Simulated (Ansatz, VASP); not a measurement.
**One calculation of BN, two programs**

File INCAR:

```
SYSTEM = BN
PREC = Accurate
ENCUT = 520
EDIFF = 1E-7
ISMEAR = -1
SIGMA = 0.05
LREAL = .False.
LASPH = .True.
NELM = 80
ALGO = Normal
ISIF = 2
LWAVE = .False.
LCHARG = .False.
GGA = PS
NBANDS = 11
```

The input KPOINTS:

```
regular mesh
0
Gamma
  12 12 12
  0 0 0
```

File POSCAR:

```
BN
1.0
    1.2342126593      0.7125730110      3.3273486205
   -1.2342126593      0.7125730110      3.3273486205
    0.0000000000     -1.4251460221      3.3273486205
N B
1 1
Direct
    0.6672382000      0.6672382000      0.6672382000
    0.0003288000      0.0003288000      0.0003288000
```

input.yaml

```yaml
crystal:
  lattice:
    - [1.2342126593, 0.712573011, 3.3273486205]
    - [-1.2342126593, 0.712573011, 3.3273486205]
    - [0.0, -1.4251460221, 3.3273486205]
  atoms:
    - { symbol: "N", position: [0.6672382, 0.6672382, 0.6672382] }
    - { symbol: B, position: [0.0003288, 0.0003288, 0.0003288] }
hamiltonian:
  xc: pbesol
  pseudopotentials: { kind: paw }
kpoints:
  mp_grid: { grid: [12, 12, 12] }
scf:
  occupations: { method: fermi_dirac, width: 0.05 }
output:
  forces: true
  stress: true
  eigenvalues: true
```

Change from the starting cell: volume scaled by 0.96.

Alike in both runs: task single point; functional PBEsol; k mesh 12 × 12 × 12; occupations fermi-dirac, width 0.05 eV; no spin polarisation.

|  | VASP | Ansatz |
| --- | --- | --- |
| version | VASP 6.6.1 | Ansatz 0.2.0 |
| potentials or method | VASP PAW PBE potentials, release 64 (N, B) | Ansatz PAW |
| plane-wave cutoff (eV) | 520 | 420 |
| valence electrons in the cell | 8 | 8 |

|  | VASP | Ansatz | Ansatz less VASP |
| --- | --- | --- | --- |
| gap on the k mesh at the Fermi level (eV) | 4.22 | 4.23 | +0.011 |
| least direct gap on the mesh (eV) | 4.74 | 4.74 | +0.007 |
| pressure (GPa) | 11.6 | 11.3 | -0.33 |
| largest component of the traceless stress (GPa) | 11.01 | 10.54 | -0.471 |

Caveats: the PAW data sets were made with another functional, which shifts forces and pressure a little (VASP); the pressure holds a Pulay correction of +0.6 GPa for the finite cutoff (Ansatz); the PAW data sets come from PBE, with cores solved anew for the run's functional, which leaves a small shift of forces and pressure (Ansatz). A k mesh can miss the band edges.
